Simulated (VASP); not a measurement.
# AlN: band structure with TB-mBJ

**Measured values to compare with.**

“Structural and optical properties of self-assembled AlN nanowires grown on SiO2/Si substrates by molecular beam epitaxy”, 2024, arxiv:2402.00216 quotes, for a bulk crystal of AlN at 0 K: band gap 6.0343 eV (an exciton energy, a little under the gap).

Crystal: AlN.

```
Al N
1.0
     3.11300    0.00000    0.00000
    -1.55650    2.69594    0.00000
     0.00000    0.00000    4.98100
Al N
2 2
Direct
  0.66667 0.33333 0.50000
  0.33333 0.66667 0.00000
  0.66667 0.33333 0.88000
  0.33333 0.66667 0.38000
```

| Property | Result |
| --- | --- |
| Program | VASP 6.6.1 |
| Task | band structure |
| Functional | TB-mBJ |
| Potentials or basis | VASP PAW PBE potentials, release 64 (Al, N) |
| Cutoff | 520 eV |
| k mesh | 10 × 10 × 6 |
| Occupations | gaussian, width 0.02 eV |
| Spin | no spin polarisation |
| Ladder | free |
| Further INCAR settings | ALGO = Normal; EDIFF = 1e-07; NBANDS = 16 |

- Band gap on the k mesh: 5.38 eV, direct
- Band gap along the path: 5.38 eV, direct

Levels at the corners of the path, in eV from the valence-band top:
| point | band 4 | band 5 | band 6 | band 7 | band 8 | band 9 | band 10 | band 11 | band 12 | band 13 |
| --- | --- | --- | --- | --- | --- | --- | --- | --- | --- | --- |
| Γ | -0.84 | -0.84 | -0.18 | -0.18 | 0.00 | 5.38 | 7.92 | 12.24 | 12.47 | 12.47 |
| M | -3.91 | -3.15 | -2.01 | -1.60 | -0.67 | 7.26 | 7.29 | 9.39 | 11.81 | 12.22 |
| M | -3.91 | -3.15 | -2.01 | -1.60 | -0.67 | 7.26 | 7.29 | 9.39 | 11.81 | 12.22 |
| K | -3.53 | -3.53 | -2.29 | -2.24 | -2.24 | 6.66 | 9.85 | 11.08 | 11.08 | 12.87 |
| K | -3.53 | -3.53 | -2.29 | -2.24 | -2.24 | 6.66 | 9.85 | 11.08 | 11.08 | 12.87 |
| Γ | -0.84 | -0.84 | -0.18 | -0.18 | 0.00 | 5.38 | 7.92 | 12.24 | 12.47 | 12.47 |
| Γ | -0.84 | -0.84 | -0.18 | -0.18 | 0.00 | 5.38 | 7.92 | 12.24 | 12.47 | 12.47 |
| A | -3.10 | -0.52 | -0.52 | -0.52 | -0.52 | 7.62 | 7.62 | 11.79 | 11.79 | 12.74 |
| A | -3.10 | -0.52 | -0.52 | -0.52 | -0.52 | 7.62 | 7.62 | 11.79 | 11.79 | 12.74 |
| L | -5.21 | -1.40 | -1.40 | -1.30 | -1.30 | 6.74 | 6.74 | 10.59 | 10.59 | 13.38 |
| L | -5.21 | -1.40 | -1.40 | -1.30 | -1.30 | 6.74 | 6.74 | 10.59 | 10.59 | 13.38 |
| H | -4.52 | -3.53 | -3.53 | -0.79 | -0.79 | 8.94 | 8.94 | 9.18 | 9.18 | 13.34 |
| H | -4.52 | -3.53 | -3.53 | -0.79 | -0.79 | 8.94 | 8.94 | 9.18 | 9.18 | 13.34 |
| A | -3.10 | -0.52 | -0.52 | -0.52 | -0.52 | 7.62 | 7.62 | 11.79 | 11.79 | 12.74 |
| L | -5.21 | -1.40 | -1.40 | -1.30 | -1.30 | 6.74 | 6.74 | 10.59 | 10.59 | 13.38 |
| M | -3.91 | -3.15 | -2.01 | -1.60 | -0.67 | 7.26 | 7.29 | 9.39 | 11.81 | 12.22 |
| K | -3.53 | -3.53 | -2.29 | -2.24 | -2.24 | 6.66 | 9.85 | 11.08 | 11.08 | 12.87 |
| H | -4.52 | -3.53 | -3.53 | -0.79 | -0.79 | 8.94 | 8.94 | 9.18 | 9.18 | 13.34 |

Run time: 2.5 min on 1 thread of Intel(R) Xeon(R) Platinum 8488C (Sapphire Rapids), with other jobs on the host, peak memory 0.2 GiB.

Measured gap of AlN: 6.0343 eV (an exciton energy, a little under the gap; 0 K; quoted in “Structural and optical properties of self-assembled AlN nanowires grown on SiO2/Si substrates by molecular beam epitaxy”, 2024, arxiv:2402.00216). This calculation gives 5.38 eV (-0.65 eV). 2 values of this kind are on record (6.034 to 6.0343 eV); this one was drawn at random. The value is that of TB-mBJ, without temperature or zero-point motion.
